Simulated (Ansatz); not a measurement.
# Si: band structure with r2SCAN

The system is Si.

```xyz
4
Lattice="-3.3254 3.3254 1.9224 3.3254 -3.3254 1.9224 3.3254 3.3254 -1.9224" Properties=species:S:1:pos:R:3 pbc="T T T"
Si   -2.1363    2.1363    1.9224
Si    2.1363   -2.1363    1.9224
Si    2.1363    2.1363    1.9224
Si    1.1892    1.1892    0.0000
```

This isn't the form of Si at room conditions, which is diamond.

| Property | Result |
| --- | --- |
| Program | Ansatz 0.2.0 |
| Task | band structure |
| Functional | r2SCAN |
| Potentials or basis | Ansatz PAW |
| Cutoff | 500 eV (not typed: the program's choice for these potentials) |
| k mesh | 8 × 8 × 8 |
| Occupations | fermi-dirac, width 0.05 eV |
| Spin | no spin polarisation |
| Path | [["G", "X", "M", "G", "Z", "P", "N", "Z1", "M"], ["X", "P"]] |
| Points for each segment of the path | 14 |

| Quantity | Value |
| --- | --- |
| Pressure | 0.1 GPa |
| Band gap on the k mesh | 0.44 eV, indirect (least direct gap 0.57 eV) |
| Band gap along the path | 0.38 eV, indirect (least direct gap 0.58 eV) |

Levels at the corners of the path, in eV from the valence-band top:
```tsv
point	band 6	band 7	band 8	band 9	band 10	band 11
Γ	-1.59	-1.59	-0.60	1.55	1.86	1.86
X	-2.13	-1.96	-1.73	1.88	2.14	2.17
M	-0.25	0.00	0.00	0.58	3.75	3.81
Γ	-1.59	-1.59	-0.60	1.55	1.86	1.86
Z	-3.89	-1.53	-1.53	2.54	4.72	4.72
P	-2.17	-2.16	-2.16	0.47	1.65	1.65
N	-3.63	-2.52	-1.52	1.02	2.67	3.29
Z1	-3.89	-1.53	-1.53	2.54	4.72	4.72
M	-0.25	0.00	0.00	0.58	3.75	3.81
X	-2.13	-1.96	-1.73	1.88	2.14	2.17
P	-2.17	-2.16	-2.16	0.47	1.65	1.65
```

Run time: 20 s on 2 threads of Arm Neoverse N1, on a shared host, peak memory 0.66 GiB.

Caveat: the k mesh misses the band edges, so the gap on the mesh is wider than the one along the path; the PAW data sets come from PBE, with cores solved anew for the run's functional, which leaves a small shift of forces and pressure. r2SCAN opens gaps a little over a GGA but as a rule still falls short of measured ones.
